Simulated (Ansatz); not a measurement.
Zincblende LiH, relaxed with r2SCAN: the symmetry is F-43m (No. 216, cubic); a = 4.290 Å in the conventional setting, 9.87 Å³ an atom. Li is surrounded by 4 H at 1.86 Å; H is surrounded by 4 Li at 1.86 Å. One-shot G0W0@PBE in the PAW code Ansatz on a 6×6×6 mesh (contour deformation, no spin-orbit coupling), from a PBE gap of 4.292 eV over the mesh points (the G0W0 gap is indirect on the mesh); the number N of bands summed and the screening cutoff rise together. The calculation is spin-unpolarised, and the structure need not be a phase that has been made.

| N | cutoff (eV) | 1000/N | G0W0 gap (eV) |
| --- | --- | --- | --- |
| 34 | 80 | 29.412 | 6.290 |
| 76 | 140 | 13.158 | 6.409 |

Lay a straight line in 1000/N through these rows.
The slope is -0.0073 eV per unit of 1000/N and the intercept 6.505 eV.

Predict the gap at N = 138 (210 eV).
6.505 + (-0.0073) × 7.246 = 6.452 eV; the run gives 6.463 eV, +0.011 eV from the line.

With that run's result added, what limit do the last two rows suggest?
Their slope is (6.463 − 6.409)/(7.246 − 13.158) = -0.0091, which meets 1/N = 0 at 6.53 eV, against 6.505 eV from the first line. The slope steepens, so 1/N isn't yet asymptotic and the true limit probably lies higher still; the k mesh isn't extrapolated.
